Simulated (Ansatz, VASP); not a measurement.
**Fe in VASP and in Ansatz**

The input INCAR:

```
  PREC = Accurate
  ENCUT = 520
  EDIFF = 1E-7
  ISMEAR = 0
  SIGMA = 0.15
  LREAL = False
  LASPH = True
  NELM = 100
  ALGO = Fast
  ISIF = 2
  LWAVE = False
  LCHARG = True
  GGA = PS
  LELF = True
  LVHAR = True
  NBANDS = 15
```

The input KPOINTS:

```
Automatic mesh
0
Gamma
  30 30 16
```

File POSCAR:

```
Fe
1.0
    2.4291775515      0.0000000000      0.0000000000
   -1.2145887758      2.1037294698      0.0000000000
    0.0000000000      0.0000000000      3.8408855688
Fe
2
Direct
    0.3333333333      0.6666666667      0.2500000000
    0.6666666667      0.3333333333      0.7500000000
```

Input for Ansatz:

```yaml
crystal:
  lattice:
    - [2.4291775515, 0.0, 0.0]
    - [-1.2145887758, 2.1037294698, 0.0]
    - [0.0, 0.0, 3.8408855688]
  atoms:
    - { symbol: Fe, position: [0.3333333333, 0.6666666667, 0.25] }
    - { symbol: Fe, position: [0.6666666667, 0.3333333333, 0.75] }
basis:
  ecutwfc: 420
kpoints:
  mp_grid: { grid: [30, 30, 16] }
hamiltonian:
  xc: pbesol
scf:
  occupations: { method: gaussian, width: 0.15 }
output:
  forces: true
  stress: true
  eigenvalues: true
```

This isn't the form of Fe at room conditions, which is bcc.

Alike in both runs: task single point; functional PBEsol; k mesh 30 × 30 × 16; occupations gaussian, width 0.15 eV; no spin polarisation.

|  | VASP | Ansatz |
| --- | --- | --- |
| version | VASP 6.6.1 | Ansatz 0.2.0 |
| potentials or method | VASP PAW PBE potentials, release 64 (Fe) | scalar-relativistic, plane waves, PAW |
| plane-wave cutoff (eV) | 520 | 420 |
| valence electrons in the cell | 16 | 32 |

```tsv
	VASP	Ansatz	Ansatz less VASP
gap on the k mesh at the Fermi level (eV)	none	none	-
pressure (GPa)	-0.4	0.0	+0.49
largest component of the traceless stress (GPa)	0.09	0.06	-0.035
```

A gap of «none» marks a metal or a gap that the smearing closes. The two sets of potentials don't hold the same shells in valence.

Caveats: the PAW data sets were made with another functional, which shifts forces and pressure a little (VASP); the run has no spin polarisation, though such a crystal can be magnetic. Spin polarisation is off, so any magnetic state and its effect on volume and gap are missing.
